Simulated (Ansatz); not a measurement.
Input and command of a plane-wave DFT calculation in Ansatz:

```yaml
crystal:
  lattice:
    - [4.0426561742, 0.0, -2.8694088109]
    - [-4.0426561742, 0.0, -2.8694088109]
    - [0.0, 4.0426995766, 2.8694088109]
  atoms:
    - { symbol: Al, position: [0.5, 0.5, 0.0] }
    - { symbol: Al, position: [0.0, 0.5, 0.5] }
    - { symbol: Al, position: [0.5, 0.0, 0.5] }
    - { symbol: Al, position: [0.0, 0.0, 0.0] }
    - { symbol: Ni, position: [1.0, 1.0, 0.5] }
    - { symbol: Ni, position: [0.5, 1.0, 0.0] }
    - { symbol: Ni, position: [1.0, 0.5, 0.0] }
    - { symbol: Ni, position: [0.5, 0.5, 0.5] }
basis:
  ecutwfc: 420
kpoints:
  mp_grid: { grid: [8, 8, 8] }
hamiltonian:
  xc: pbesol
scf:
  occupations: { method: gaussian, width: 0.15 }
output:
  forces: true
  stress: true
  eigenvalues: true
  write_density: true
  write_potential: true
  elf: true
  volumetric_format: npy
```

```bash
ansatz run input.yaml --threads 2 --pin off --max-ram 5120MiB --backend cpu --events-out ev --progress --plain --runs-dir out
```

Processor: Intel(R) Xeon(R) 6975P-C (Granite Rapids), 2 threads, on a host shared with other jobs.

Problem. How long does it run, and how much memory does it take?

Solution. About 7.3 s on 2 threads of Intel(R) Xeon(R) 6975P-C (Granite Rapids), with other jobs on the host, peak memory 0.64 GiB. It solves 51 bands at 95 k points (the mesh reduced by symmetry) with about 1865 plane waves, in 7 SCF iterations.
